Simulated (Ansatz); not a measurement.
# Understanding rocksalt-structured EuO from first principles

**What was measured.** A cell as deposited of cubic EuO (space group Fm-3m), temperature not stated, from the Crystallography Open Database (1963), has a = 5.144 Å and 17.01 Å³/atom.

From a printed reference work, monograph, for a bulk crystal of EuO at 300 K: band gap 1.115 eV (optical).

The results are compared with them further down.

Method: PBE, scalar-relativistic; collinear spin; PAW, 420 eV, 12×12×12 k-mesh, Gaussian smearing of 0.05 eV; code Ansatz. The datasets are Ansatz's generated set soft_2.

The start was a prototype's sites filled with these elements; the Crystallography Open Database holds the compound in this structure.

The relaxed structure (symmetry read at 0.01 Å). It takes space group Fm-3m (No. 225, cubic). The conventional cell has a = 5.060 Å, b = 5.060 Å, c = 5.060 Å, α = 90.00°, β = 90.00°, γ = 90.00°. Eu (site symmetry m-3m) has 6 O at 2.53 Å as nearest neighbours. O (site symmetry m-3m) is surrounded by 6 Eu at 2.53 Å. (Shells end 15 % past the nearest neighbour.)

Results at this level of theory:

- Volume: 16.19 Å³/atom
- Band gap: zero (metallic)
- Density of states at the Fermi level: about 0.4 states/(eV·atom)
- Magnetic state: ferromagnetic
- Site spin moments: Eu 6.58; O -0.08 μB
- Spin moment of the cell: 6.96 μB
- Bader charges: Eu 1.43; O -1.43 e
- f electrons (orthogonalised atomic orbitals): Eu 6.80
- Formation energy from the elements (0 K, uncorrected): -2.80 eV/atom
- Bulk modulus (Birch–Murnaghan): 96 GPa

Formal charges Eu²⁺, O²⁻ leave Eu²⁺ with an open 4f⁷ shell. Exchange should fill one spin channel of a half-filled shell and leave an insulator, so a metal points to the functional or the structure. The run still finds no gap: within 0.1 eV of the Fermi level the projected states are 85 % Eu 4f.

Hund's first rule gives Eu²⁺ with 7 f electrons 7 unpaired spins, a spin moment of 7 μB; the run has 6.58 μB on Eu (atomic spheres) and 6.80 f electrons on orthogonalised orbitals. The moment is close to the ion's, so in this run the shell is localised and nearly fully polarised.

Task: How ionic is it?

Result: Bader charges against formal ones: Eu +1.43 (+2), O −1.43 (−2). The cations give up 72 % of the formal charge; Bader charges stay under formal ones because the anions' density reaches into the cations' basins.

Task: How stiff is it, in energy terms?

Result: B0·V0 = 96.1 GPa × 16.22 Å³ = 9.73 eV/atom sets the scale: near the minimum ΔE ≈ ½ B0 V0 x², with x = V/V0 − 1, and a pressure of 1.0 GPa squeezes the volume by about 1 %. At the ends of the curve: x = −5.6 % predicts 15.4 meV/atom and the run gives 17.2; x = +9.9 % predicts 47.2 meV/atom and the run gives 39.4. The curve is steeper than the parabola on the compressed side and flatter on the expanded side: the bulk modulus rises with pressure.

**Comparison.** The computed cell (5.060 Å, 16.19 Å³/atom) differs from the database's by −4.8 % in volume, about −1.6 % in length. PBE more often overestimates volumes; a smaller cell is partly the thermal expansion and zero-point motion that the static lattice lacks, roughly 0.8 to 2.0 % in volume at 300 K (room temperature assumed) by Grüneisen's rule, γ·3k_BT/(B0·V0) with γ of 1 to 2.5, too little for this miss. Against the measured gap of EuO, 1.115 eV (optical; 300 K; a printed reference work, monograph), the calculated 0.00 eV is off by -1.11 eV. So large a miss can be the level of theory's own, or it may mean another phase, state or a wrong row. Kohn–Sham gaps of semilocal functionals mostly fall below measured ones. Spin–orbit coupling is left out here. Temperature and excitons aren't in the calculation.

Without a U the 4f levels of Eu lie too near the Fermi level, so their share of the states there, and what hangs on it, is overstated. No spin–orbit coupling, a notable omission for heavy elements. The run wasn't fully tested for a lower electronic state. Site moments are of spin, integrated over atomic spheres.
